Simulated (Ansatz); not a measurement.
Pb: energy change per atom and pressure against volume scale

Plane-wave DFT, scalar-relativistic PAW made under PBE with cores redone for the functional, no dispersion; the given relaxed cell is scaled uniformly, energy at zero smearing counts from the unscaled cell, pressure at the given Fermi-Dirac smearing is positive in compression. The results are calculated, by Ansatz 0.2.0.

The cell before it is scaled or strained (space group P6/mmm, No. 191):
```
cell vectors (Å)
   5.7758     0.0000     0.0000
  -2.8879     5.0020     0.0000
   0.0000     0.0000     3.4847
atoms (fractions of the cell vectors)
Pb  1.00000  0.00000  0.00000
Pb  0.33333  0.66667  0.50000
Pb  0.66667  0.33333  0.50000
```

Settings of every row: spin polarised no; functional RPBE; wave cutoff 420 eV; smearing width 0.1 eV; k mesh 8x8x12.

Atom starting moment: 0 on all atoms.

Limits: no spin-orbit coupling, which can matter with elements this heavy; the cell comes from a prototype or a list of computed structures and needn't be the stable phase.

```csv
row,volume scale,V (Å³/atom),energy change per atom (meV),pressure (GPa)
1,0.88,29.531,62.57,5.83
2,0.92,30.874,?,?
3,0.96,32.216,5.01,1.43
4,1.04,34.901,6.52,-1.31
5,1.08,36.243,22.17,-2.27
6,1.12,37.585,45.03,-3.03
```

Question: what energy change per atom and pressure should row 2 give?

Worked fit of energy change per atom. Take u = (V_r/V)^(2/3) − 1 with V_r = 34.901 Å³ an atom, which is twice the finite (Eulerian) strain; such expansions in the strain, on which the Birch-Murnaghan equation of state is built, carry the rest volume and the bulk modulus. The shown rows have u = 0.11782, 0.05482, 0, -0.02484, -0.04819. Least squares give energy change per atom = 6.163 − 438.799 × u + 7777.32 × u² meV; a straight line predicts inner rows, each left out in turn, worse (root mean square 26 against 0.79 meV). The rows lie off it by 0.15, -0.47, 0.36, 0.31, -0.34 (root mean square 0.34 meV). The withheld row has u = 0.08517, so the fit gives 6.163 − 438.799 × (0.08517) + 7777.32 × (0.08517)² = 25.21 meV.

The calculation gave 24.59 meV. The fit lies 0.62 meV (2.5 % of the value, 1.1 % of the column's range) above it; its largest miss of a shown row is 0.47 meV.

Worked fit of pressure. Take u = (V_r/V)^(2/3) − 1 with V_r = 34.901 Å³ an atom, which is twice the finite (Eulerian) strain; such expansions in the strain, on which the Birch-Murnaghan equation of state is built, carry the rest volume and the bulk modulus. The shown rows have u = 0.11782, 0.05482, 0, -0.02484, -0.04819. Least squares give pressure = −1.332 + 42.343 × u + 155.92 × u² GPa; a straight line predicts inner rows, each left out in turn, worse (root mean square 0.53 against 0.047 GPa). The rows lie off it by 0.01, -0.03, 0.02, 0.02, -0.02. The pressure vanishes at u = 0.0285, or V = 33.46 Å³ an atom, and there the bulk modulus at fixed shape and fractions is B = −V dP/dV = (2/3)(1 + u) dP/du = 35.1 GPa. Letting shape and atoms relax would as a rule lower it, by much in layered, chain or molecular crystals. The withheld row has u = 0.08517, so the fit gives −1.332 + 42.343 × (0.08517) + 155.92 × (0.08517)² = 3.41 GPa.

The calculation gave 3.37 GPa. The fit lies 0.04 GPa (1.2 % of the value, 0.45 % of the column's range) above it; its largest miss of a shown row is 0.03 GPa.
